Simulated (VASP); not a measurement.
Input of a VASP 6.6.1 run:

Contents of INCAR:

```
SYSTEM = SiO2
  PREC = Accurate
  ENCUT = 520
  EDIFF = 1E-7
  ISMEAR = -1
  SIGMA = 0.05
  LREAL = .FALSE.
  LASPH = .TRUE.
  NELM = 100
  ALGO = Normal
  ISIF = 2
  LWAVE = .FALSE.
  LCHARG = .FALSE.
  GGA = PE
  NBANDS = 25
```

File KPOINTS:

```
regular mesh
0
G
  6 6 10
  0 0 0
```

Contents of POSCAR:

```
SiO2
1.0
    4.2331690000      0.0000000000      0.0000000000
    0.0000000000      4.2331690000      0.0000000000
    0.0000000000      0.0000000000      2.6934950000
Si O
2 4
Direct
    0.0000000000      0.0000000000      0.0000000000
    0.5000000000      0.5000000000      0.5000000000
    0.8068390000      0.1931610000      0.5000000000
    0.3068390000      0.3068390000      0.0000000000
    0.1931610000      0.8068390000      0.5000000000
    0.6931610000      0.6931610000      0.0000000000
```

Potentials or basis: VASP PAW PBE potentials, release 64 (Si, O).

The run is started by

```sh
$ cat potpaw_PBE.64/Si/POTCAR potpaw_PBE.64/O/POTCAR > POTCAR
$ mpirun -np 1 vasp_std > vasp.out
```

(1) Predict the band gap on the k mesh.

(2) Estimate the pressure.

(3) What does it give for the largest force?

Results:

(1) 5.02 eV, direct.

(2) 0.0 GPa.

(3) 0.006 eV/Å.
